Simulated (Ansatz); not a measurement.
Crystal: Fe3Ge.

```
CELL_PARAMETERS angstrom
3.66050 0.00000 0.00000
0.00000 3.66050 0.00000
0.00000 0.00000 3.66050
ATOMIC_POSITIONS crystal
Ge 0.00000 0.00000 0.00000
Fe 0.50000 0.00000 0.50000
Fe 0.50000 0.50000 0.00000
Fe 0.00000 0.50000 0.50000
```

The cell comes from a database or a generator and needn't be the stable form of this composition.

Base run:

| Property | Result |
| --- | --- |
| Program | Ansatz 0.2.0 |
| Functional | PBEsol |
| Potentials or basis | Ansatz PAW |
| Cutoff | 420 eV (not typed: the program's choice for these potentials) |
| k mesh | 6 × 6 × 6 |
| Occupations | fermi-dirac, width 0.05 eV |
| Spin | collinear spin, ferromagnetic start |
| Starting moments | [0.0, 0.7333333333, 0.7333333333, 0.7333333333] μB |
| Fixed moment | 2.2 μB |

Its results: pressure -22.8 GPa; site moments Ge -0.06; Fe +0.77 μB.

Task: The run is repeated on the same cell with these changes: fixed moment from 2.2 μB to 6.8 μB; moments at the start from [0.0, 0.73, 0.73, 0.73] to [0.0, 2.27, 2.27, 2.27]. What comes out?

Result: Pressure -9.7 GPa; site moments Ge -0.11; Fe +2.32 μB.

Caveats: the total moment is fixed, so each spin has its own Fermi level; the PAW data sets come from PBE, with cores solved anew for the run's functional, which leaves a small shift of forces and pressure; the thresholds are loose for stress.
